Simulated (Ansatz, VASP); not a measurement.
**CaO (Lime) in two plane-wave programs**

Wanted: the spread between two codes on one cell, functional and k mesh.

Method: plane waves, with VASP 6.6.1 beside it; single point at HSE06, in Ansatz 0.2.0.

### Step 1. The starting structure

The structure is cubic, space group Fm-3m (No. 225). The conventional cell has a = 4.764 Å, b = 4.764 Å, c = 4.764 Å, α = 90.00°, β = 90.00°, γ = 90.00°. Ca has 6 O at 2.38 Å nearest. Nearest to O lie 6 Ca at 2.38 Å. Farther neighbours and most contacts between anions are not listed.

Coordinates:

```cif
data_structure
_symmetry_space_group_name_H-M 'P 1'
_symmetry_Int_Tables_number 1
_cell_length_a 3.3689
_cell_length_b 3.3689
_cell_length_c 3.3689
_cell_angle_alpha 60.000
_cell_angle_beta 60.000
_cell_angle_gamma 60.000
_cell_volume 27.04
loop_
_atom_site_label
_atom_site_type_symbol
_atom_site_fract_x
_atom_site_fract_y
_atom_site_fract_z
_atom_site_occupancy
Ca1 Ca 0.00000 0.00000 0.00000 1
O2 O 0.50000 0.50000 0.50000 1
```

### Step 2. Ansatz: single point, HSE06

Ansatz runs on its default PAW (the set named soft_2) files.

With cell and atoms fixed, the geometry can't cause a difference; cores, projectors, grids and the points listed under the comparison can.

input.yaml

```yaml
crystal:
  lattice:
    - [0.0, 2.3821902571, 2.3821902571]
    - [2.3821902571, 0.0, 2.3821902571]
    - [2.3821902571, 2.3821902571, 0.0]
  atoms:
    - { symbol: Ca, position: [0.0, 0.0, 0.0] }
    - { symbol: O, position: [0.5, 0.5, 0.5] }
hamiltonian:
  xc: { exchange: pbe, correlation: pbe, exx: { coeff: 0.25, omega: 0.2 } }
  pseudopotentials: { kind: paw }
kpoints:
  mp_grid: { grid: [4, 4, 4] }
scf:
  occupations: { method: gaussian, width: 0.05 }
  n_extra_bands: 4
output:
  forces: true
  stress: true
  eigenvalues: true
  write_density: true
  write_potential: true
  elf: true
  volumetric_format: npy
```

The run is started by

```sh
$ ansatz run input.yaml --threads 4 --pin off --max-ram 9216MiB --backend cpu --events-out ev --progress --plain --runs-dir out
```

Numbers of over 12 decimals in the logs are rounded to 6 here.

Output:

```text
Warning: output.stress: scf.convergence.dr2_threshold = 1e-7 eV (the SCF's general default) is looser than the 2e-10 eV advised for a printed stress (1e-10 eV for each atom of the cell: 2). What an SCF threshold leaves in a stress goes as its square root, and in the free energy as the threshold itself, and one threshold admits the most on a small cell: [figures from the program's tests cut] Set scf.convergence.dr2_threshold to 2e-10 eV or tighter. The threshold is an SCF's pass mark: one that does not reach it within its budget of iterations ends unconverged, or closes short of it on a stop that the run arms, and scf.convergence.dr2_threshold's page says what that costs each kind of run
Warning: output.stress: scf.exx.energy_threshold = 1e-6 eV is looser than the 2e-8 eV advised for a stress under a hybrid functional (1e-8 eV for each atom of the cell: 2). Every SCF of the exchange loop can meet its threshold on dr2 while the loop round them stops early: no threshold on dr2 bounds what that leaves in the stress. Set scf.exx.energy_threshold to 2e-8 eV or tighter. The threshold is the loop's pass mark: a loop that does not reach it within its budget of cycles ends unconverged, and scf.exx.energy_threshold's page has the law
scf.n_extra_bands = 4 over 8 filled bands (N_el = 16.0): the run solves 12 bands
Engine: ansatz 0.2.0, aarch64-unknown-linux-gnu
Pseudopotentials: kind: paw
Pseudopotential: Ca, paw, valence charge 10, recommended cutoff 420 eV (normal), Ca.paw.azcp
Pseudopotential: O, paw, valence charge 6, recommended cutoff 420 eV (normal), O.paw.azcp
Functional definition: unnamed
  parameter a_1 = 0.25
  parameter omega_1 = 0.2/angstrom
  exchange = pbe_x + (-a_1)*pbe_x_sr(omega_1) + a_1*exact_x_sr(omega_1)
  correlation = pbe_c
Crystal: 2 atoms, lattice volume = 27.037 Å³
Basis set: ecut = 420 eV, 531 PW (Γ), exchange–correlation on 48×48×48 points (8 copies of the dense FFT grid, shifted against one another)
Bands: 12, of which v1, the nominal top of the filled ones, is band 8 counted from 1 (7 counted from 0)
Symmetry: 48 space group operations
Space group: Fm-3m (ITA 225), of the structure as read, at distance tolerance 3.0e-5 Å
k-points: 8 of 64
Non-local potential: Ca, projectors of the file, l = 0: 3, l = 1: 2, l = 2: 2
Non-local potential: O, projectors of the file, l = 0: 2, l = 1: 2, l = 2: 1
PAW form: soft (Blöchl's): semilocal exchange-correlation on the pseudo side does not see the compensation charge
PAW frozen core: Ca, regenerated for the run's functional, and the local potential with it (the file was generated under x = pbe(κ = 0.804, μ = 0.219515), c = pbe(β = 0.066725))
PAW frozen core: O, regenerated for the run's functional, and the local potential with it (the file was generated under x = pbe(κ = 0.804, μ = 0.219515), c = pbe(β = 0.066725))
PAW one-centre angular grid: Ca, 110 points (default); XC on 64 Gauss nodes
PAW one-centre angular grid: O, 110 points (default); XC on 96 Gauss nodes
Initial density: superposition of atomic densities (neutral atoms: chi_scale 0, normalization atom), corrected by the library's trained network
Initial wavefunctions: pseudopotential atomic-orbital guess
Functional: x = pbe(κ = 0.804, μ = 0.219515), c = pbe(β = 0.066725), warm-up for x = pbe(κ = 0.804, μ = 0.219515) + 0.25 (exact − pbe) at short range (hse, ω = 0.2 Å⁻¹), c = pbe(β = 0.066725)
SCF iter   1: F=—  HF=-2387.702555 eV  |F-HF|=—  |Δ(HF+E_count)|=         —  Δρ=6.07e-4  dr2=4.57e-5  ethr=1.77e-3  ⟨swp⟩=2.6  Hψ=683  notcnv=0
preconditioner: auto → none  [insulator: Δε(μ)=3.642 eV  Ē_g=18.232 eV  σ=0.050 eV  W_gap=1.00  n_scr=8 (ndim 8)  ℏωp=26.7 eV  f_vac=0.000  D(μ)=0.00/eV (n_scr^D=0)]
SCF iter   2: F=-2387.702773 eV  HF=-2387.702728 eV  |F-HF|=4.52e-5  |Δ(HF+E_count)|=   1.73e-4  Δρ=3.07e-4  dr2=1.50e-5  ethr=2.86e-7  ⟨swp⟩=4.8  Hψ=291  notcnv=0
SCF 1 stopped early in 2 iterations: F = -2387.702773 eV  dr2 = 1.50e-5
  greatest PAW one-centre occupation: 0.995 electrons in one spin orbital (limit 2), on the Ca atom at site 0 (counted from 0), in its partial waves of l = 0
Initial density: handed on by an earlier stage of this run
Initial wavefunctions: those handed on with the density
Functional: x = pbe(κ = 0.804, μ = 0.219515) + 0.25 (exact − pbe) at short range (hse, ω = 0.2 Å⁻¹), c = pbe(β = 0.066725)
Exchange kernel: α = 0.2500, screened, ω = 0.2000 Å⁻¹, Wigner–Seitz truncation, v(0) = 1056.4115 eV·Å³, q-mesh 4×4×4, nearest image of the exchange supercell L = 13.48 Å, pair-density grid 15×15×15, without the augmentation charges, whose exchange is taken in its separable form by FFT convolution over the k-point mesh (sized by the pseudopotential files, 20×20×20 at the most), smooth part of the exact exchange by density-matrix convolution
Frozen-core exchange: fock
SCF iter   1: F=—  HF=-2388.308896 eV  |F-HF|=—  |Δ(HF+E_count)|=         —  Δρ=9.29e-3  dr2=3.75e-2  ethr=9.40e-7  ⟨swp⟩=6.9  Hψ=485  notcnv=0
preconditioner: auto → none  [insulator: Δε(μ)=5.535 eV  Ē_g=21.051 eV  σ=0.050 eV  W_gap=1.00  n_scr=8 (ndim 8)  ℏωp=26.7 eV  f_vac=0.000  D(μ)=0.00/eV (n_scr^D=0)]
SCF iter   2: F=—  HF=-2388.299504 eV  |F-HF|=—  |Δ(HF+E_count)|=   9.39e-3  Δρ=8.61e-3  dr2=1.35e-2  ethr=9.40e-7  ⟨swp⟩=5.5  Hψ=377  notcnv=0
SCF iter   3: F=—  HF=-2388.296618 eV  |F-HF|=—  |Δ(HF+E_count)|=   2.89e-3  Δρ=2.18e-3  dr2=1.60e-3  ethr=9.40e-7  ⟨swp⟩=5.1  Hψ=291  notcnv=0
SCF iter   4: F=—  HF=-2388.303265 eV  |F-HF|=—  |Δ(HF+E_count)|=   6.65e-3  Δρ=1.24e-3  dr2=6.15e-4  ethr=9.40e-7  ⟨swp⟩=4.8  Hψ=301  notcnv=0
iter 5 solved again at ethr=6.28e-8 eV; its pass at ethr=9.40e-7 eV (dr2=1.01e-5 eV) is discarded
SCF iter   5: F=—  HF=-2388.303072 eV  |F-HF|=—  |Δ(HF+E_count)|=   1.93e-4  Δρ=1.98e-4  dr2=1.55e-5  ethr=6.28e-8  ⟨swp⟩=2.5  Hψ=373  notcnv=0
SCF iter   6: F=-2388.303157 eV  HF=-2388.303159 eV  |F-HF|=1.97e-6  |Δ(HF+E_count)|=   8.66e-5  Δρ=9.78e-5  dr2=2.29e-6  ethr=6.09e-8  ⟨swp⟩=4.5  Hψ=254  notcnv=0
SCF 2 stopped early in 6 iterations: F = -2388.303157 eV  dr2 = 2.29e-6
  greatest PAW one-centre occupation: 0.996 electrons in one spin orbital (limit 2), on the Ca atom at site 0 (counted from 0), in its partial waves of l = 0
hybrid outer 1: dexx = +7.944e-3 eV, tail = 1.68e-5 eV
Exchange kernel: α = 0.2500, screened, ω = 0.2000 Å⁻¹, Wigner–Seitz truncation, v(0) = 1056.4115 eV·Å³, q-mesh 4×4×4, nearest image of the exchange supercell L = 13.48 Å, pair-density grid 15×15×15, without the augmentation charges, whose exchange is taken in its separable form by FFT convolution over the k-point mesh (sized by the pseudopotential files, 20×20×20 at the most), smooth part of the exact exchange by density-matrix convolution
Frozen-core exchange: fock
SCF iter   1: F=—  HF=-2388.303182 eV  |F-HF|=—  |Δ(HF+E_count)|=         —  Δρ=6.43e-5  dr2=5.86e-7  ethr=5.26e-7  ⟨swp⟩=4.5  Hψ=248  notcnv=0
preconditioner: auto → none  [insulator: Δε(μ)=5.333 eV  Ē_g=20.982 eV  σ=0.050 eV  W_gap=1.00  n_scr=8 (ndim 8)  ℏωp=26.7 eV  f_vac=0.000  D(μ)=0.00/eV (n_scr^D=0)]
SCF iter   2: F=—  HF=-2388.303182 eV  |F-HF|=—  |Δ(HF+E_count)|=   5.96e-9  Δρ=1.76e-5  dr2=4.20e-8  ethr=3.22e-9  ⟨swp⟩=3.9  Hψ=208  notcnv=0
SCF iter   3: F=—  HF=-2388.303182 eV  |F-HF|=—  |Δ(HF+E_count)|=   2.19e-7  Δρ=1.99e-5  dr2=6.31e-8  ethr=1.40e-10  ⟨swp⟩=4.2  Hψ=298  notcnv=0
SCF iter   4: F=-2388.303182 eV  HF=-2388.303182 eV  |F-HF|=4.32e-11  |Δ(HF+E_count)|=   2.03e-8  Δρ=8.65e-7  dr2=3.35e-10  ethr=1.40e-10  ⟨swp⟩=3.9  Hψ=208  notcnv=0
SCF 3 converged in 4 iterations: F = -2388.303182 eV  dr2 = 3.35e-10
  Residual-converged pass: ⟨swp⟩=2.9  Hψ=176  notcnv=0  max |occ|·‖R‖ = 2.3e-6 eV (tolerance 2.4e-6 eV)  dr2=3.25e-10  dr2_onsite=3.45e-11  max |Δocc| = 0.0e0
hybrid outer 2: dexx = +2.584e-7 eV, tail = 4.50e-9 eV, Δε = 2.42e-3 eV (about 4.93e-5 eV left of the loop's levels)
hybrid SCF converged: 2 outer / 10 inner (+2 warm-up), last move |dexx| = 2.58e-7 eV, tail = 4.50e-9 eV
Stability not checked: this state was not tested for a lower state beside it, because the functional holds exact exchange (a hybrid, or Hartree-Fock), whose exchange loop this test does not read (fock_operator; see scf.lower_state_search)
Free energy (F): -2388.303182 eV
Frozen-core exchange: fock
Harris-Foulkes:  -2388.303182 eV  (|F-HF|=4.32e-11)
Internal energy: -2388.303182 eV  (E = F + TS)
E sigma→0 (E₀):  -2388.303182 eV
Fermi energy:    9.572245 eV
--- Per-component energies (eV) ---
  E_band       = -127.925277
  E_kinetic    = 458.108701
  E_local      = -876.846557  (includes V_loc(G=0)·N_el)
  E_nonlocal   = 110.065694
  E_hartree    = 291.295823
  E_xc         = -170.608789
  E_vxc        = -213.003153  (∫ρ·V_xc dr)
  E_exx        = -48.648851  (= α·E_x^exact, valence–valence)
  E_paw        = -1011.597880  (= ΣΔE_a)
  E_vpaw       = -91.546124  (= ΣTr[D̂ρ^β])
  E_aug_tail   = 0.002385  (compensation charges beyond the density's cutoff)
  E_ewald      = -1139.894773
  E_core_change = -0.178936  (= ΣΔE_core)
  E_smearing   = -0.000000  (= −TS)
  E_closure    = 0.000001  (closes the sum)
  Σ components = -2388.303182   (vs F -2388.303182, Δ=0.00e0)
--- Forces (eV/Å), atoms counted from 1 ---
  atom   1  Ca    -0.00000000     0.00000000    -0.00000000
  atom   2  O      0.00000000     0.00000000    -0.00000000
  max |Σ_I F_I| component: 1.74e-29 eV/Å
--- Stress (GPa, compression-positive) ---
        2.557317       0.000000       0.000000
       -0.000000       2.557317      -0.000000
        0.000000       0.000000       2.557317
  P = ⅓ Tr σ = 2.5573 GPa (25.573 kbar)
--- Band table (eV; the first three rows and the last of 8) ---
  k-point 0: bands = [... 4 lower, -10.1683, 6.9055, 6.9055, 6.9055, 13.4122, 15.1942, 15.1942, 15.1942]
  k-point 1: bands = [... 4 lower, -9.2814, 5.2712, 6.1961, 6.1961, 15.1308, 15.6968, 16.2860, 16.2860]
  k-point 2: bands = [... 4 lower, -8.6479, 4.0390, 5.6006, 5.6006, 16.1128, 17.2120, 17.6770, 17.6770]
  k-point 7: bands = [... 4 lower, -9.3738, 5.4923, 5.7634, 5.7634, 15.2135, 15.2135, 17.6883, 19.0545]
```

It took 1.8 s on 4 threads of Arm Neoverse V2, shared host; peak memory 0.41 GiB.

In the SCF lines HF is the Harris–Foulkes energy and dr2 the Hartree energy of the density residual, in eV; the loop may stop once dr2 is under the threshold and the program's other checks hold. Hψ counts applications of the Hamiltonian.

The run ends at a pressure of 2.56 GPa.

### Step 3. VASP: single point, HSE06

The same cell, functional, mesh and smearing now go to VASP, with its own data sets and cutoff.

Lines of VASP's logs that name or quote its potential files are left out, and so is its time.

The run reads the wave functions of an earlier VASP run, which isn't shown here.

INCAR

```
SYSTEM = CaO
PREC = Accurate
ENCUT = 460
EDIFF = 1E-06
NELM = 100
ISMEAR = 0
SIGMA = 0.05
LREAL = .FALSE.
ALGO = Normal
LHFCALC = .TRUE.
AEXX = 0.25
GGA = PE
HFSCREEN = 0.2
LASPH = .TRUE.
NBANDS = 14
PRECFOCK = Fast
LWAVE = .FALSE.
LCHARG = .FALSE.
KPAR = 8
```

POSCAR

```
CaO
1.0
    0.0000000000      2.3821902571      2.3821902571
    2.3821902571      0.0000000000      2.3821902571
    2.3821902571      2.3821902571      0.0000000000
Ca O
1 1
Direct
    0.0000000000      0.0000000000      0.0000000000
    0.5000000000      0.5000000000      0.5000000000
```

KPOINTS

```
Automatic mesh
0
Gamma
4 4 4
0 0 0
```

Potentials, in the order of the species: Ca_sv_GW and O_GW (PBE family, release 64).

The run is started by

```sh
$ mpirun -np 8 vasp_std
```

Output:

```text
[banner, memory and clock lines left out]
running    8 mpi-ranks, on    1 nodes
 distrk:  each k-point on    1 cores,    8 groups
 distr:  one band on    1 cores,    1 groups

 POSCAR found type information on POSCAR CaO
 POSCAR found :  2 types and       2 ions
|                                                                             |
|           W    W    AA    RRRRR   N    N  II  N    N   GGGG   !!!           |
|           W    W   A  A   R    R  NN   N  II  NN   N  G    G  !!!           |
|           W    W  A    A  R    R  N N  N  II  N N  N  G       !!!           |
|           W WW W  AAAAAA  RRRRR   N  N N  II  N  N N  G  GGG   !            |
|           WW  WW  A    A  R   R   N   NN  II  N   NN  G    G                |
|           W    W  A    A  R    R  N    N  II  N    N   GGGG   !!!           |
|                                                                             |
|     For optimal performance we recommend to set                             |
|       NCORE = 2 up to number-of-cores-per-socket                            |
|     NCORE specifies how many cores store one orbital (NPAR=cpu/NCORE).      |
|     This setting can greatly improve the performance of VASP for DFT.       |
|     The default, NCORE=1 might be grossly inefficient on modern             |
|     multi-core architectures or massively parallel machines. Do your        |
|     Unfortunately you need to use the default for GW and RPA                |
|     calculations (for HF NCORE is supported but not extensively tested      |
|     yet).                                                                   |
|                                                                             |

 LDA part: xc-table for (Slater+PW92), standard interpolation
 found WAVECAR, reading the header
 POSCAR, INCAR and KPOINTS ok, starting setup
 FFT: planning ... GRIDC
 FFT: planning ... GRID_SOFT
 FFT: planning ... GRID
 reading WAVECAR
 the WAVECAR file was read successfully
 initial charge from wavefunction
 entering main loop
       N       E                     dE             d eps       ncg     rms          rms(c)
DAV:   1    -0.208355611971E+02   -0.20836E+02   -0.26999E-01   320   0.118E+01    0.115E+00
DAV:   2    -0.208300149815E+02    0.55462E-02   -0.30975E-02   342   0.241E+00    0.570E-01
DAV:   3    -0.208294020859E+02    0.61290E-03   -0.41345E-03   332   0.756E-01    0.370E-01
DAV:   4    -0.208288197039E+02    0.58238E-03   -0.73056E-04   278   0.422E-01    0.216E-01
DAV:   5    -0.208286922542E+02    0.12745E-03   -0.31931E-04   358   0.230E-01    0.127E-01
DAV:   6    -0.208286507268E+02    0.41527E-04   -0.22178E-05   346   0.775E-02    0.706E-02
DAV:   7    -0.208286382076E+02    0.12519E-04   -0.75672E-06   358   0.370E-02    0.388E-02
DAV:   8    -0.208286354408E+02    0.27668E-05   -0.25156E-06   266   0.266E-02    0.226E-02
DAV:   9    -0.208286347137E+02    0.72706E-06   -0.85336E-07   130   0.165E-02
   1 F= -.20828635E+02 E0= -.20828635E+02  d E =-.370141E-19
```

Parts of OUTCAR (step 3):

```text
ion  position               nearest neighbor table
   1  0.000  0.000  0.000-   2 2.38   2 2.38   2 2.38   2 2.38   2 2.38   2 2.38
   2  0.500  0.500  0.500-   1 2.38   1 2.38   1 2.38   1 2.38   1 2.38   1 2.38

  LATTYP: Found a face centered cubic cell.
 ALAT       =     4.7643805142

 Subroutine GETGRP returns: Found 48 space group operations
 (whereof 48 operations were pure point group operations)

The static configuration has the point symmetry O_h .

 Found      8 irreducible k-points:

   k-points           NKPTS =      8   k-points in BZ     NKDIM =     64   number of bands    NBANDS=     14

   dimension x,y,z NGX =    24 NGY =   24 NGZ =   24
   dimension x,y,z NGXF=    48 NGYF=   48 NGZF=   48

   ENCUT  =  460.0 eV  33.81 Ry    5.81 a.u.   5.89  5.89  5.89*2*pi/ulx,y,z

   NELECT =      16.0000    total number of electrons

 k-points in reciprocal lattice and weights: Automatic mesh
   0.00000000  0.00000000  0.00000000       0.016
   0.25000000  0.00000000  0.00000000       0.125
   0.50000000  0.00000000  0.00000000       0.062
   0.25000000  0.25000000  0.00000000       0.094
   0.50000000  0.25000000  0.00000000       0.375
  -0.25000000  0.25000000  0.00000000       0.188
   0.50000000  0.50000000  0.00000000       0.047
  -0.25000000  0.50000000  0.25000000       0.094

  exchange ACFDT corr.  =         0.00000000  see jH, gK, PRB 81, 115126

 average (electrostatic) potential at core
       1 -86.7968       2 -61.4130

 E-fermi :   4.0504

 k-point     1 :       0.0000    0.0000    0.0000
  band No.  band energies     occupation
    ...
      4     -15.6108      2.00000
      5     -13.3335      2.00000
      6       3.7417      2.00000
      7       3.7417      2.00000
      8       3.7418      2.00000
      9      10.2561      0.00000
     10      12.0428      0.00000
     11      12.0428      0.00000
     12      12.0428      0.00000
     13      13.7083      0.00000
    ...

 k-point     2 :       0.2500    0.0000    0.0000
  band No.  band energies     occupation
    ...
      4     -15.6373      2.00000
      5     -12.4477      2.00000
      6       2.1101      2.00000
      7       3.0350      2.00000
      8       3.0351      2.00000
      9      11.9747      0.00000
     10      12.5331      0.00000
     11      13.1345      0.00000
     12      13.1345      0.00000
     13      15.1312      0.00000
    ...

 k-point     3 :       0.5000    0.0000    0.0000
  band No.  band energies     occupation
    ...
      4     -15.6638      2.00000
      5     -11.8168      2.00000
      6       0.8793      2.00000
      7       2.4409      2.00000
      8       2.4410      2.00000
      9      12.9598      0.00000
     10      14.0254      0.00000
     11      14.5250      0.00000
     12      14.5250      0.00000
     13      16.8544      0.00000
    ...

  energy-cutoff  :      460.00
  volume of cell :       27.04
      direct lattice vectors                 reciprocal lattice vectors
     0.000000000  2.382190257  2.382190257    -0.209890876  0.209890876  0.209890876
     2.382190257  0.000000000  2.382190257     0.209890876 -0.209890876  0.209890876
     2.382190257  2.382190257  0.000000000     0.209890876  0.209890876 -0.209890876

 POSITION                                       TOTAL-FORCE (eV/Angst)
 -----------------------------------------------------------------------------------
      0.00000      0.00000      0.00000        -0.000000     -0.000000     -0.000000
      2.38219      2.38219      2.38219         0.000000      0.000000      0.000000
 -----------------------------------------------------------------------------------
    total drift:                                0.000001      0.000000     -0.000002

  FREE ENERGIE OF THE ION-ELECTRON SYSTEM (eV)
  ---------------------------------------------------
  free  energy   TOTEN  =       -20.8286347137 eV

  energy  without entropy=      -20.8286347137  energy(sigma->0) =      -20.82863471

[... 3 further parts left out ...]
```

### Step 4. Comparison

Known differences besides the potentials themselves: exact exchange at q = 0 is treated differently, which shows on coarse meshes; VASP keeps PBE cores, Ansatz makes them for the functional; the cutoff is 420 eV in Ansatz and 460 eV in VASP; VASP takes a coarser grid for exact exchange (PRECFOCK = Fast). Total energies have different zeros and are not compared.

Both answers:

| quantity | Ansatz | VASP | difference |
| --- | --- | --- | --- |
| gap on the k mesh (eV) | 5.333 | 5.346 | -0.013 |

A gap on the mesh is an upper bound, since the band edges may lie between its points.

### Step 5. Results

```
difference in gap on the k mesh (single point, HSE06) : -0.013 eV
```

In words: The difference in gap on the k mesh is -0.013 eV (single point, HSE06), within the 0.08 eV picked in this series as the mark of a large difference. Such differences can come from data sets, numerical settings and the points named under the comparisons, not from the functional's error against experiment.

[Lines on the potential files, build, host, timing and source positions are cut from VASP's logs without a mark.]

[Logs are printed without paths, hosts, clocks, repeated set-up lines and the standing remarks that a program may print on its own settings, such as how far it seeks lower states.]

[Hosts, paths, dates, database ids (printed as entryN), source tags and the programs' standing remarks are cut or masked in the printed files.]
